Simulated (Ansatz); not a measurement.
Pd:

```
Pd
1.0
     2.78367    0.00000    0.00000
    -1.39183    2.41072    0.00000
     0.00000    0.00000    4.62889
Pd
2
Direct
  0.33333 0.66667 0.25000
  0.66667 0.33333 0.75000
```

This isn't the form of Pd at room conditions, which is fcc.

```yaml
Program: Ansatz 0.2.0
Task: relaxation of cell and atoms
Functional: PBEsol
Potentials_or_basis: Ansatz PAW
Cutoff: "420 eV (not typed: the program's choice for these potentials)"
k_mesh: 11 × 11 × 6
Occupations: fermi-dirac, width 0.05 eV
Spin: no spin polarisation
```

At the start: volume 15.53 Å³/atom.

Where does the relaxation end?

It ends after 6 steps and the volume is 14.62 Å³/atom (-5.9 %); space group P6_3/mmc (No. 194, to 0.05 Å).

Step by step:
```tsv
step	energy change (eV)	largest force (eV/Å)	volume (Å³)
1	0.0000	0.0000	31.06
2	-0.0620	0.0000	29.49
3	-0.0634	0.0000	29.24
4	-0.0634	0.0000	29.24
5	-0.0634	0.0000	29.24
6	-0.0628	0.0000	29.24
```

Final structure:
```cif
data_structure
_symmetry_space_group_name_H-M 'P 1'
_symmetry_Int_Tables_number 1
_cell_length_a 2.7255
_cell_length_b 2.7255
_cell_length_c 4.5448
_cell_angle_alpha 90.000
_cell_angle_beta 90.000
_cell_angle_gamma 120.000
_cell_volume 29.24
loop_
_atom_site_label
_atom_site_type_symbol
_atom_site_fract_x
_atom_site_fract_y
_atom_site_fract_z
_atom_site_occupancy
Pd1 Pd 0.33333 0.66667 0.25000 1
Pd2 Pd 0.66667 0.33333 0.75000 1
```

Caveat: the plane-wave basis is chosen anew once the cell has moved, so the energies of steps on either side of that aren't comparable; the PAW data sets come from PBE, with cores solved anew for the run's functional, which leaves a small shift of forces and pressure.
